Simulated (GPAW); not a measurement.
Crystal: Al.

```
Al
1.0
    -1.57590    1.65692    1.65798
     1.47948   -1.59764    1.50228
     1.61445    1.63620   -1.59870
Al
1
Direct
  0.00000 0.00000 0.00000
```

The cell isn't the ideal one: cell sheared at random, sigma 0.03, atoms nudged by 0.01 Å.

| Quantity | Value |
| --- | --- |
| Program | GPAW 26.7.0 |
| Task | relaxation of cell and atoms |
| Functional | PBE |
| Dispersion | D4 |
| Potentials or basis | GPAW PAW data sets (gpaw-data 1.2.1) |
| Cutoff | 600 eV |
| Basis | pw |
| k mesh | 8 × 9 × 8 |
| Occupations | fermi-dirac, width 0.05 eV |
| Spin | no spin polarisation |

At the start: pressure 0.9 GPa; volume 16.08 Å³/atom.

Q: How do energy, volume and symmetry change on relaxing?

A: Over 20 steps the energy falls by 132.9 meV/atom and the volume is 15.90 Å³/atom (-1.1 %); space group P-1 (No. 2, to 0.05 Å).

The path:
```csv
step,energy change (eV),largest force (eV/Å),pressure (GPa),volume (Å³)
1,0.0000,0.0000,0.91,16.08
2,-0.0067,0.0000,0.44,16.14
3,-0.0202,0.0000,-0.68,16.29
4,-0.0345,0.0000,-1.15,16.43
5,-0.0415,0.0000,-0.96,16.41
6,-0.0793,0.0000,-0.42,16.25
7,-0.0806,0.0000,-0.38,16.23
8,-0.0835,0.0000,0.05,16.11
9,-0.0956,0.0000,0.63,15.94
10,-0.1128,0.0000,0.66,15.87
11,0.1932,0.0000,11.23,15.65
12,-0.1173,0.0000,-0.30,16.01
13,-0.1210,0.0000,0.00,15.95
14,-0.1250,0.0000,0.17,15.91
15,-0.1267,0.0000,0.39,15.90
16,-0.1322,0.0000,-0.18,15.96
17,-0.1324,0.0000,-0.25,15.97
18,-0.1327,0.0000,-0.15,15.95
19,-0.1327,0.0000,-0.09,15.93
20,-0.1329,0.0000,0.05,15.90
```

Final structure:
```
CELL_PARAMETERS angstrom
-1.38851 2.02118 1.40471
1.36205 -1.98516 1.37450
1.43535 2.07161 -1.41630
ATOMIC_POSITIONS crystal
Al 0.00000 0.00000 0.00000
```

Caveat: later steps reuse the first step's grids; pairwise dispersion overbinds metals, which lowers pressure and volume.
